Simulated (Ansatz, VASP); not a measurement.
**PbS: VASP beside Ansatz**

```xyz
2
Lattice="2.0841 1.2033 3.4053 -2.0841 1.2033 3.4053 0.0000 -2.4065 3.4053" Properties=species:S:1:pos:R:3 pbc="T T T"
Pb    0.0000    0.0000   10.0173
S     0.0000    0.0000    4.8529
```

Change from the starting cell: volume scaled by 0.96.

Alike in both runs: task single point; functional PBE; k mesh 8 × 8 × 8; occupations fermi-dirac, width 0.05 eV; no spin polarisation.

```csv
,VASP,Ansatz
version,VASP 6.6.1,Ansatz 0.2.0
potentials or method,"VASP PAW PBE potentials, release 64 (Pb_d, S), cutoff 520 eV","all-electron LAPW, scalar-relativistic"
```

|  | VASP | Ansatz | Ansatz less VASP |
| --- | --- | --- | --- |
| gap on the k mesh at the Fermi level (eV) | 0.32 | 0.31 | -0.008 |
| least direct gap on the mesh (eV) | 0.32 | 0.31 | -0.008 |
| pressure (GPa) | 3.4 | 3.4 | +0.08 |
| rms of the force components (eV/Å) | 0.024 | 0.024 | -0.0004 |

Atom by atom the forces differ by 0.000 eV/Å (rms over components). Ansatz ran all-electron here, so the differences hold the error of VASP's frozen core and of both bases.

Caveats: spin-orbit coupling is left out, which as a rule narrows the gap of such compounds by several tenths of an eV.
